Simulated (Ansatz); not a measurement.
# WS2 (R3m)

These are results of Ansatz, DFT PBEsol, scalar-relativistic, plane waves, PAW, not measurements.

Cutoff 420 eV; k points 12×12×12 on the computed 3-atom cell (Γ-centred); Gaussian smearing, width 0.02 eV; no spin polarisation.

The structure is relaxed at this level of theory with its symmetry kept. This form isn't the usual stable structure of the compound.

Space group R3m:H (No. 160). a = 3.148 Å, b = 3.148 Å, c = 19.111 Å, α = 90.00°, β = 90.00°, γ = 120.00°
```tsv
atom	site	symmetry	x	y	z
W	3a	3m	0.6667	0.3333	0.3327
S	3a	3m	0.6667	0.3333	0.0813
S	3a	3m	0.3333	0.6667	0.2507
```

```
Space group                                                                                                                                                                                                                         : R3m (No. 160)
Volume per atom                                                                                                                                                                                                                     : 123.0 bohr³
Formation energy from the elements' standard states (uncorrected)                                                                                                                                                                   : -0.909 eV/atom
Kohn–Sham band gap                                                                                                                                                                                                                  : 1.14 eV, indirect from T to (0.000, 0.174, -0.174)
Löwdin character of the top 1 eV of the valence band                                                                                                                                                                                : W 5d 65 %, S 3p 30 %
Löwdin character of the lowest 1 eV of the conduction band                                                                                                                                                                          : W 5d 60 %, S 3p 32 %, unprojected 5 %
Electron masses at the edge by Cartesian direction of the computed cell, whose vectors are (1.574, 0.909, 6.370), (-1.574, 0.909, 6.370), (0.000, -1.817, 6.370) Å (m_e; degenerate bands sorted by energy; no spin-orbit coupling) : x: 0.60; y: 0.59; z: 0.49
Hole masses at the edge by Cartesian direction of the computed cell, whose vectors are (1.574, 0.909, 6.370), (-1.574, 0.909, 6.370), (0.000, -1.817, 6.370) Å (m_e; degenerate bands sorted by energy; no spin-orbit coupling)     : x: 0.80; y: 0.80; z: 0.70
Bader charges (e)                                                                                                                                                                                                                   : W (1 in the cell) 1.32, S (1 in the cell) -0.66, S (1 in the cell) -0.66
```

Spin-orbit coupling is left out, which matters for the bands of heavy elements. Each cell of WS2 holds layers, and where no dispersion correction was added their binding is poorly described.